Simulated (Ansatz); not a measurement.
**Y: what symmetry allows forces and stress to be**

```
CELL_PARAMETERS angstrom
3.70145 0.00000 0.00000
-1.85073 3.24201 -0.02223
0.00000 -0.04040 5.34192
ATOMIC_POSITIONS crystal
Y 0.34833 0.69666 0.24449
Y 0.65167 0.30334 0.75551
```

All numbers below come from DFT PBE, scalar-relativistic, plane waves, PAW (Ansatz).

Settings: cutoff 420 eV, Γ-centred mesh 12×12×8 on the computed 2-atom cell, Gaussian smearing of 0.10 eV; no spin polarisation.

This distorted cell has space group C2/m, with 4 operations.

Without a calculation: in which directions can each atom feel a force?

A force must be left unchanged by every operation that keeps its atom in place, so it lies in the space that those operations leave fixed. Atoms that the group maps onto each other feel forces of one size.
```tsv
atom	site symmetry	operations at the site	equivalent to atom	allowed force (Cartesian)
Y1	m	2	1	in the plane normal to (1.00, 0.00, 0.00)
Y2	m	2	1	in the plane normal to (1.00, 0.00, 0.00)
```

That leaves 2 independent force components of 6. A relaxation in this cell that keeps the symmetry moves the atoms in these directions alone.

And the stress tensor?

It must be invariant under the point group, which leaves 4 independent components: xz, xy vanish.

Do the computed values obey this?

Yes. Forces (eV/Å):
```
Y1   0.000 -0.285  0.302
Y2   0.000  0.285 -0.302
```

Stress (GPa, compression positive, xx yy zz yz xz xy): -1.25 0.12 4.48 0.39 0.00 0.00. The program imposes the same operations on density, forces and stress, so this confirms the analysis and is no independent test of the calculation.